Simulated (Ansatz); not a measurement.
## What a change of settings does: Si (bcc type)

First run: DFT, LDA, all-electron LAPW, scalar-relativistic (Ansatz 0.2.0).

Command: `ansatz run input.yaml --threads 1 --pin off --max-ram 3584MiB --backend cpu --events-out ev --progress --plain --runs-dir out` It took 16 s on 1 thread of Intel(R) Xeon(R) Platinum 8259CL CPU @ 2.50GHz (Skylake/Cascade Lake) (shared host), peak memory 0.43 GiB.

```yaml
crystal:
  lattice:
    - [0.0, 3.0455365939, -3.0455365939]
    - [-3.0455365939, 0.0, 3.0455365939]
    - [1.5227682969, 1.5227682969, 1.5227682969]
  atoms:
    - { symbol: Si, position: [0.0, 0.0, 0.0] }
    - { symbol: Si, position: [0.333333333, 0.666666667, 0.333333333] }
    - { symbol: Si, position: [0.666666667, 0.333333333, 0.666666667] }
kpoints:
  mp_grid: { grid: [10, 10, 14] }
scf:
  occupations: { method: fermi_dirac, width: 0.08 }
hamiltonian:
  xc: lda
  pseudopotentials: { kind: all_electron, lapw: { basis_error: 0.001 } }
output:
  forces: true
  stress: true
  eigenvalues: true
```

The cell comes from a relaxation on PAW files under the same functional, begun from a prototype that needn't be the stable phase.

This run: bulk in the slab's orientation.

It converges in 5 SCF iterations at a pressure of -0.16 GPa.

A second input differs as follows:

```diff
   occupations: { method: fermi_dirac, width: 0.08 }
+  max_iter: 75
 hamiltonian:
-  xc: lda
+  xc: PBE-sol
   pseudopotentials: { kind: all_electron, lapw: { basis_error: 0.001 } }
```

Task: What is wrong with it, and what does the program do?

Result: The change was made to test an unknown functional. The run is refused before any iteration. The log ends:
```
Error: YAML parse error: error: line 16 column 7: hamiltonian.xc: unknown variant `PBE-sol`, expected one of `lda`, `lda-pw`, `pw92`, `pbe`, `pbesol`, `rpbe`, `revpbe`, `blyp`, `pbe0`, `revpbe0`, `b3lyp`, `b3lyp5`, `hse06`, `wpbeh`, `hiss`, `lc_wpbe`, `cam_b3lyp`, `hf`, `r2scan`, `r2scanh`, `r2scan0`, `r2scan50`, `mr2scan`
  --> <input>:16:7
   |
14 |   max_iter: 75
15 | hamiltonian:
16 |   xc: PBE-sol
   |       ^ hamiltonian.xc: unknown variant `PBE-sol`, expected one of `lda`, `lda-pw`, `pw92`, `pbe`, `pbesol`, `rpbe`, `revpbe`, `blyp`, `pbe0`, `revpbe0`, `b3lyp`, `b3lyp5`, `hse06`, `wpbeh`, `hiss`, `lc_wpbe`, `cam_b3lyp`, `hf`, `r2scan`, `r2scanh`, `r2scan0`, `r2scan50`, `mr2scan`
17 |   pseudopotentials: { kind: all_electron, lapw: { basis_error: 0.001 } …
18 | output:
   |
```
